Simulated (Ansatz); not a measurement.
# Nb (Pm-3m) in Ansatz: convergence with scf exx energy threshold

Aim: find how far scf exx energy threshold must go before the results for Nb settle, at HSE06. This setting moves, with any that are tied to it; all else stays.

Everything below comes from runs of Ansatz 0.2.0. Logs are shortened: lines on timing, memory, paths and dates and some standing lists are left out, and cuts for length are marked.

### 1 The crystal as given

Symmetry: Pm-3m, No. 221, cubic system. The conventional cell has a = 2.720 Å, b = 2.720 Å, c = 2.720 Å, α = 90.00°, β = 90.00°, γ = 90.00°. Nb (site symmetry m-3m) is surrounded by 6 Nb at 2.72 Å.

The cell was built by a generator and needn't be a form met in nature.

### 2 With scf exx energy threshold 0.01

input.yaml

```yaml
crystal:
  lattice:
    - [2.71964, 0.0, 0.0]
    - [0.0, 2.71964, 0.0]
    - [0.0, 0.0, 2.71964]
  atoms:
    - { symbol: Nb, position: [0.5, 0.5, 0.5] }
hamiltonian:
  xc: hse06
  pseudopotentials: { kind: paw }
kpoints:
  mp_grid: { grid: [5, 5, 5] }
scf:
  occupations: { method: methfessel_paxton, width: 0.1 }
  exx: { energy_threshold: 0.01 }
output:
  forces: true
  stress: true
  eigenvalues: true
```

Potentials or basis: Ansatz PAW.

Run with:

```
$ ansatz run input.yaml --threads 2 --pin off --max-ram 5632MiB --backend cpu --events-out ev --progress --plain --runs-dir out
```

It took 5.7 s on 2 threads of Arm Neoverse V1, shared host; peak memory 0.49 GiB.

Results:

* Free energy: -4552.8375 eV
* Pressure: 6.4 GPa
* Band gap on the k mesh: none (metal or under the smearing width)

### 3 With scf exx energy threshold 0.001

input.yaml: that of step 2 with these lines changed.

```diff
@@ -14,3 +14,3 @@
   occupations: { method: methfessel_paxton, width: 0.1 }
-  exx: { energy_threshold: 0.01 }
+  exx: { energy_threshold: 0.001 }
 output:
```

Potentials or basis: Ansatz PAW.

Run with:

```
$ ansatz run input.yaml --threads 2 --pin off --max-ram 5632MiB --backend cpu --events-out ev --progress --plain --runs-dir out
```

It took 5.9 s on 2 threads of Arm Neoverse V1, shared host; peak memory 0.49 GiB.

What came out:

| Property | Result |
| --- | --- |
| Free energy | -4552.8375 eV |
| Pressure | 6.4 GPa |
| Band gap on the k mesh | none (metal or under the smearing width) |

### 4 With scf exx energy threshold 0.0001

input.yaml: that of step 3 with these lines changed.

```diff
@@ -14,3 +14,3 @@
   occupations: { method: methfessel_paxton, width: 0.1 }
-  exx: { energy_threshold: 0.001 }
+  exx: { energy_threshold: 0.0001 }
 output:
```

Run with:

```
$ ansatz run input.yaml --threads 2 --pin off --max-ram 5632MiB --backend cpu --events-out ev --progress --plain --runs-dir out
```

Wall time 5.7 s (2 threads of Arm Neoverse V1, shared host); peak memory 0.49 GiB.

What came out:

```yaml
Free_energy: -4552.8375 eV
Pressure: 6.4 GPa
Band_gap_on_the_k_mesh: none (metal or under the smearing width)
```

### 5 With scf exx energy threshold 1e-05

input.yaml: that of step 4 with these lines changed.

```diff
@@ -14,3 +14,3 @@
   occupations: { method: methfessel_paxton, width: 0.1 }
-  exx: { energy_threshold: 0.0001 }
+  exx: { energy_threshold: 1.0e-05 }
 output:
```

Run with:

```
$ ansatz run input.yaml --threads 2 --pin off --max-ram 5632MiB --backend cpu --events-out ev --progress --plain --runs-dir out
```

Run time: 5.9 s. Hardware: 2 threads of Arm Neoverse V1, shared host; peak memory 0.48 GiB.

Results (log left out):

```yaml
Free_energy: -4552.8375 eV
Pressure: 6.4 GPa
Band_gap_on_the_k_mesh: none (metal or under the smearing width)
```

### 6 With scf exx energy threshold 1e-06

input.yaml: that of step 5 with these lines changed.

```diff
@@ -14,3 +14,3 @@
   occupations: { method: methfessel_paxton, width: 0.1 }
-  exx: { energy_threshold: 1.0e-05 }
+  exx: { energy_threshold: 1.0e-06 }
 output:
```

Potentials or basis: Ansatz PAW.

Run with:

```
$ ansatz run input.yaml --threads 2 --pin off --max-ram 5632MiB --backend cpu --events-out ev --progress --plain --runs-dir out
```

Run time: 5.9 s. Hardware: 2 threads of Arm Neoverse V1, shared host; peak memory 0.49 GiB.

Results (log left out):

```yaml
Free_energy: -4552.8375 eV
Pressure: 6.4 GPa
Band_gap_on_the_k_mesh: none (metal or under the smearing width)
```

### 7 With scf exx energy threshold 1e-07

input.yaml: that of step 6 with these lines changed.

```diff
@@ -14,3 +14,3 @@
   occupations: { method: methfessel_paxton, width: 0.1 }
-  exx: { energy_threshold: 1.0e-06 }
+  exx: { energy_threshold: 1.0e-07 }
 output:
```

Potentials or basis: Ansatz PAW.

Run with:

```
$ ansatz run input.yaml --threads 2 --pin off --max-ram 5632MiB --backend cpu --events-out ev --progress --plain --runs-dir out
```

Standard output:

```text
Warning: output.stress: scf.convergence.dr2_threshold = 1e-7 eV (the SCF's general default) is looser than the 1e-10 eV advised for a printed stress (1e-10 eV for each atom of the cell: 1). What an SCF threshold leaves in a stress goes as its square root, and in the free energy as the threshold itself, and one threshold admits the most on a small cell: of the crystals measured, under no hybrid functional and no lock of the moments, on runs that ended without the residual-converged pass, on stresses that held no estimate of that error, the worst erred by over 100 MPa in a component at 1e-7 eV an atom and by under 5 at 1e-10. Set scf.convergence.dr2_threshold to 1e-10 eV or tighter. The threshold is an SCF's pass mark: one that does not reach it within its budget of iterations ends unconverged, or closes short of it on a stop that the run arms, and scf.convergence.dr2_threshold's page says what that costs each kind of run
Warning: output.stress: scf.exx.energy_threshold = 1e-7 eV is looser than the 1e-8 eV advised for a stress under a hybrid functional (1e-8 eV for each atom of the cell: 1). Every SCF of the exchange loop can meet its threshold on dr2 while the loop round them stops early: no threshold on dr2 bounds what that leaves in the stress. Set scf.exx.energy_threshold to 1e-8 eV or tighter. The threshold is the loop's pass mark: a loop that does not reach it within its budget of cycles ends unconverged, and scf.exx.energy_threshold's page has the law
Warning: RAYON_NUM_THREADS=2 ignored (pool sized by the plan → 2); use --threads N
Engine: ansatz 0.2.0, aarch64-unknown-linux-gnu
Pseudopotentials: kind: paw
Pseudopotential: Nb, paw, valence charge 13, recommended cutoff 420 eV (normal), Nb.paw.azcp
Functional definition: HSE06
  parameter a = 0.25
  parameter omega = 0.11/bohr
  exchange = pbe_x - a*pbe_x_sr(omega) + a*exact_x_sr(omega)
  correlation = pbe_c
Crystal: 1 atoms, lattice volume = 20.116 Å³
Basis set: ecut = 420 eV, 389 PW (Γ), exchange–correlation on 40×40×40 points (8 copies of the dense FFT grid, shifted against one another)
Bands: 11, of which v1, the nominal top of the filled ones, is band 7 counted from 1 (6 counted from 0)
Symmetry: 48 space group operations
Space group: Pm-3m (ITA 221), of the structure as read, at distance tolerance 2.7e-5 Å
k-points: 10 of 125
Non-local potential: Nb, projectors of the file, l = 0: 3, l = 1: 2, l = 2: 2, l = 3: 1
PAW form: soft (Blöchl's): semilocal exchange-correlation on the pseudo side does not see the compensation charge
PAW frozen core: Nb, regenerated for the run's functional, and the local potential with it (the file was generated under x = pbe(κ = 0.804, μ = 0.2195149727645171), c = pbe(β = 0.06672455060314922))
PAW one-centre angular grid: Nb, 590 points (default); XC on 64 Gauss nodes
Initial density: superposition of atomic densities (neutral atoms: chi_scale 0, normalization atom), corrected by the library's trained network
Initial wavefunctions: pseudopotential atomic-orbital guess
Functional: x = pbe(κ = 0.804, μ = 0.2195149727645171), c = pbe(β = 0.06672455060314922), warm-up for x = pbe(κ = 0.804, μ = 0.2195149727645171) + 0.25 (exact − pbe) at short range (hse, ω = 0.20786987370883472 Å⁻¹), c = pbe(β = 0.06672455060314922); HSE06 as pw.x's `hse` composes it (authors' and Libxc's form: `xc: wpbeh`)
SCF iter   1: F=—  HF=-4550.960052 eV  |F-HF|=—  |Δ(HF+E_count)|=         —  Δρ=6.07e-3  dr2=3.80e-3  ethr=1.77e-3  ⟨swp⟩=6.8  Hψ=432  notcnv=0
preconditioner: auto → none  [metal: Δε(μ)=0.035 eV  Ē_g=6.585 eV  σ=0.100 eV  W_gap=0.29  n_scr=6 (ndim 8)  ℏωp=18.5 eV  f_vac=0.000  D(μ)=6.03/eV (n_scr^D=146)  sad-step TF]
SCF iter   2: F=—  HF=-4550.959831 eV  |F-HF|=—  |Δ(HF+E_count)|=   2.21e-4  S|Δr|=    0.00e0  Δρ=3.37e-3  dr2=1.32e-3  ethr=2.92e-5  ⟨swp⟩=2.2  Hψ=186  notcnv=0
iter 3 solved again at ethr=8.43e-8 eV; its pass at ethr=1.01e-5 eV (dr2=1.10e-5 eV) is discarded
SCF iter   3: F=—  HF=-4550.959662 eV  |F-HF|=—  |Δ(HF+E_count)|=   1.69e-4  S|Δr|=    0.00e0  Δρ=2.99e-4  dr2=1.14e-5  ethr=8.43e-8  ⟨swp⟩=3.0  Hψ=398  notcnv=0
SCF iter   4: F=—  HF=-4550.959665 eV  |F-HF|=—  |Δ(HF+E_count)|=   2.82e-6  S|Δr|=    0.00e0  Δρ=1.56e-4  dr2=4.92e-6  ethr=8.43e-8  ⟨swp⟩=3.0  Hψ=236  notcnv=0
[... 30 lines left out ...]
Exchange kernel: α = 0.2500, screened, ω = 0.2079 Å⁻¹, Wigner–Seitz truncation, v(0) = 1011.5704 eV·Å³, q-mesh 5×5×5, nearest image of the exchange supercell L = 13.60 Å, pair-density grid 15×15×15, without the augmentation charges, whose exchange is taken in its separable form by FFT convolution over the k-point mesh (sized by the pseudopotential files, 18×18×18 at the most), smooth part of the exact exchange by density-matrix convolution
Frozen-core exchange: fock
SCF iter   1: F=—  HF=-4552.837473 eV  |F-HF|=—  |Δ(HF+E_count)|=         —  Δρ=1.16e-5  dr2=5.49e-9  ethr=1.41e-9  ⟨swp⟩=4.2  Hψ=292  notcnv=0
preconditioner: auto → none  [insulator: Δε(μ)=0.126 eV  Ē_g=7.622 eV  σ=0.100 eV  W_gap=0.84  n_scr=6 (ndim 8)  ℏωp=18.5 eV  f_vac=0.000  D(μ)=3.09/eV (n_scr^D=56)]
SCF iter   2: F=—  HF=-4552.837473 eV  |F-HF|=—  |Δ(HF+E_count)|=   3.01e-9  S|Δr|=    0.00e0  Δρ=6.84e-6  dr2=1.76e-9  ethr=3.49e-11  ⟨swp⟩=2.6  Hψ=191  notcnv=0
SCF iter   3: F=-4552.837473 eV  HF=-4552.837473 eV  |F-HF|=1.82e-11  |Δ(HF+E_count)|=  3.11e-10  S|Δr|=    0.00e0  Δρ=4.69e-7  dr2=5.22e-11  ethr=1.29e-11  ⟨swp⟩=2.1  Hψ=180  notcnv=0  defer=1
SCF 4 converged in 3 iterations: F = -4552.837473 eV  dr2 = 5.22e-11
  Residual-converged pass: ⟨swp⟩=3.0  Hψ=198  notcnv=0  max |occ|·‖R‖ = 7.7e-7 eV (tolerance 7.7e-7 eV)  dr2=5.20e-11  dr2_onsite=1.86e-12  max |Δocc| = 8.9e-13
hybrid outer 3: dexx = +6.220e-9 eV, tail = 1.37e-10 eV, Δε = 1.53e-4 eV (about 1.25e-5 eV left of the loop's levels), ΔF = 4.00e-29 eV/Å (tail 1.34e-29)
hybrid SCF converged: 3 outer / 12 inner (+7 warm-up), last move |dexx| = 6.22e-9 eV, tail = 1.37e-10 eV
Stability not checked: this state was not tested for a lower state beside it, because the functional holds exact exchange (a hybrid, or Hartree-Fock), whose exchange loop this test does not read (fock_operator; see scf.lower_state_search)
Free energy (F): -4552.837473 eV
Frozen-core exchange: fock
Harris-Foulkes:  -4552.837473 eV  (|F-HF|=1.82e-11)
Internal energy: -4552.836838 eV  (E = F + TS)
E sigma→0 (E₀):  -4552.837314 eV
Entropy (-TS):   -0.000635 eV (-0.635 meV/atom)
Fermi energy:    15.543502 eV
--- Per-component energies (eV) ---
  E_band       = -120.098543
  E_kinetic    = 395.175500
  E_local      = -803.671686  (includes V_loc(G=0)·N_el)
  E_nonlocal   = 120.337343
  E_hartree    = 255.744159
  E_xc         = -140.402103
  E_vxc        = -168.864163  (∫ρ·V_xc dr)
  E_exx        = -36.103939  (= α·E_x^exact, valence–valence)
  E_paw        = -3074.088414  (= ΣΔE_a)
  E_vpaw       = -102.356093  (= ΣTr[D̂ρ^β])
  E_aug_tail   = 0.000008  (compensation charges beyond the density's cutoff)
  E_ewald      = -1269.410134
  E_core_change = -0.417572  (= ΣΔE_core)
  E_smearing   = -0.000635  (= −TS)
  E_closure    = 0.000000  (closes the sum)
  Σ components = -4552.837473   (vs F -4552.837473, Δ=0.00e0)
--- Forces (eV/Å), atoms counted from 1 ---
  atom   1  Nb     0.00000000    -0.00000000     0.00000000
  max |Σ_I F_I| component: 4.10e-29 eV/Å
--- Stress (GPa, compression-positive) ---
        6.359855       0.000000      -0.000000
       -0.000000       6.359855       0.000000
        0.000000       0.000000       6.359855
  P = ⅓ Tr σ = 6.3599 GPa (63.599 kbar)
--- Band table (eV; the first three rows and the last of 10) ---
  k-point 0: bands = ["-42.7456", "-16.5507", "-16.5507", "-16.5507", "9.1278", "12.1095", "12.1095", "21.9194", "21.9194", "21.9194", "31.1371"]
  k-point 1: bands = ["-42.6741", "-17.1550", "-16.5024", "-16.5024", "10.2369", "12.4491", "13.5455", "20.3621", "20.3621", "22.0448", "27.6406"]
  k-point 2: bands = ["-42.5558", "-18.0555", "-16.4228", "-16.4228", "12.1339", "13.0708", "15.8146", "18.5640", "18.5640", "22.2557", "25.8533"]
  k-point 9: bands = ["-42.2020", "-17.6341", "-17.6094", "-17.6094", "13.0372", "13.8189", "13.8189", "21.6441", "21.6441", "24.9676", "25.8763"]
```

Wall time 6.5 s (2 threads of Arm Neoverse V1, shared host); peak memory 0.49 GiB.

Results:

```
Free energy            : -4552.8375 eV
Pressure               : 6.4 GPa
Band gap on the k mesh : none (metal or under the smearing width)
```

### 8 The series at a glance

| scf exx energy threshold | energy less the tightest run, at zero smearing (meV/atom) | SCF cycles | CPU time (s) | peak memory (GiB) |
| --- | --- | --- | --- | --- |
| 0.01 | 0.00 | 15 | 9.7 | 0.49 |
| 0.001 | 0.00 | 15 | 9.9 | 0.49 |
| 0.0001 | 0.00 | 15 | 9.8 | 0.49 |
| 1e-05 | 0.00 | 15 | 10 | 0.48 |
| 1e-06 | 0.00 | 16 | 10 | 0.49 |
| 1e-07 | 0.00 | 19 | 11 | 0.49 |

Against the tightest run, the energy stays within 1 meV/atom from 0.01 on. The tightest run that finished is the yardstick and may itself not be fully converged.

Caveats: all runs use coarse meshes; the PAW data sets come from PBE, with cores solved anew for the run's functional, which leaves a small shift of forces and pressure; the thresholds are loose for stress.
